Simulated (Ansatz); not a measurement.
Input and command of a plane-wave DFT calculation in Ansatz:

```yaml
crystal:
  lattice:
    - [5.4591768144, 0.0, 0.0]
    - [0.0, 5.5956562348, 0.0]
    - [0.0, 0.0, 5.4591768144]
  atoms:
    - { symbol: Si, position: [0.2525976817, 0.2525976817, 0.2525976817] }
    - { symbol: Si, position: [0.0, 0.5, 0.5] }
    - { symbol: Si, position: [0.5, 0.5, 0.0] }
    - { symbol: Si, position: [0.5, 0.0, 0.5] }
    - { symbol: Si, position: [0.7474023183, 0.2525976817, 0.7474023183] }
    - { symbol: Si, position: [0.7474023183, 0.7474023183, 0.2525976817] }
    - { symbol: Si, position: [0.2525976817, 0.7474023183, 0.7474023183] }
    - { symbol: Ge, position: [0.0, 0.0, 0.0] }
basis:
  ecutwfc: 420
kpoints:
  mp_grid: { grid: [6, 6, 6] }
hamiltonian:
  xc: pbesol
scf:
  occupations: { method: gaussian, width: 0.03 }
output:
  forces: true
  stress: true
  eigenvalues: true
```

```bash
ansatz run input.yaml --threads 2 --pin off --max-ram 5120MiB --backend cpu --events-out ev --progress --plain --runs-dir out
```

Processor: Intel(R) Xeon(R) 6975P-C (Granite Rapids), 2 threads, on a host shared with other jobs.

Task: How long does it run, and how much memory does it take?

Result: About 4.7 s on 2 threads of Intel(R) Xeon(R) 6975P-C (Granite Rapids), on a shared host, peak memory 0.52 GiB. It solves 29 bands at 40 k points (the mesh reduced by symmetry) with about 3239 plane waves, in 7 SCF iterations.
